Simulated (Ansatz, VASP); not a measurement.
# Rb in VASP and in Ansatz

```
Rb
1.0
     0.00000    3.76319    3.76319
     3.76319    0.00000    3.76319
     3.76319    3.76319    0.00000
Rb
2
Direct
  0.87500 0.87500 0.87500
  0.12500 0.12500 0.12500
```

Change from the starting cell: volume scaled by 0.45, LAPW.

Alike in both runs: task single point; functional LDA; k mesh 7 × 7 × 7; occupations fermi-dirac, width 0.08 eV; no spin polarisation.

|  | VASP | Ansatz |
| --- | --- | --- |
| version | VASP 6.6.1 | Ansatz 0.2.0 |
| potentials or method | VASP PAW LDA potentials, release 64 (Rb_sv), cutoff 520 eV | all-electron LAPW, scalar-relativistic |

```tsv
	VASP	Ansatz	Ansatz less VASP
pressure (GPa)	3.1	3.1	-0.01
```

Ansatz ran all-electron here, so the differences hold the error of VASP's frozen core and of both bases.
